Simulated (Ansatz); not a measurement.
# F under pressure

Computed with DFT r2SCAN, scalar-relativistic, plane waves, PAW (Ansatz). Run with 500 eV cutoff, 8×8×4 k-mesh, Gaussian smearing of 0.02 eV, no spin polarisation.

Starting point, cell and atoms relaxed:

```xyz
4
Lattice="2.6817 -1.5517 -0.1337 2.6817 1.5517 -0.1337 -1.8355 0.0000 7.0190" Properties=species:S:1:pos:R:3 pbc="T T T"
F     0.2690    0.0000    0.6460
F     3.2589    0.0000    6.1055
F     1.5653    0.0000    4.0462
F     1.9627    0.0000    2.7054
```

Cell and atoms are relaxed at each pressure within the symmetry of the start, at zero temperature, so transitions that lower the symmetry aren't seen. The k-mesh given is that at zero pressure and may differ at others. a, b and c are the lengths of the cell vectors above. ΔH is E + PV over the energy at zero pressure. Gaps are generalised Kohn–Sham gaps over the whole zone.

```
P (GPa) V (Å³/atom) V/V0  a (Å) b (Å) c (Å)  α (°)  β (°)  γ (°)  ΔH (eV/atom) gap (eV)
      0        14.41  1.000  3.101  3.101  7.255  105.1  105.1   60.0         0.000      3.69
      1        12.97  0.900  2.983  2.983  7.067  104.8  104.8   59.6         0.085      3.52
      4            ?      ?      ?      ?      ?      ?      ?      ?             ?         ?
     12         9.55  0.663  2.658  2.658  6.562  104.1  104.1   59.2         0.821      2.97
     25         8.38  0.581  2.530  2.530  6.352  103.9  103.9   59.0         1.543      2.75
     50         7.28  0.505  2.401  2.401  6.137  103.7  103.7   58.9         2.755      2.53
     90            ?      ?      ?      ?      ?      ?      ?      ?             ?         ?
```

Q: What stands in the row for 4 GPa?

A: V 11.25 Å³/atom; V/V0 0.781; a 2.829 Å; b 2.829 Å; c 6.821 Å; α 104.4 °; β 104.4 °; γ 59.3 °; ΔH 0.309 eV/atom; gap 3.27 eV.

Q: What stands in the row for 90 GPa?

A: V 6.39 Å³/atom; V/V0 0.443; a 2.286 Å; b 2.286 Å; c 5.936 Å; α 103.6 °; β 103.6 °; γ 58.8 °; ΔH 4.450 eV/atom; gap 2.36 eV.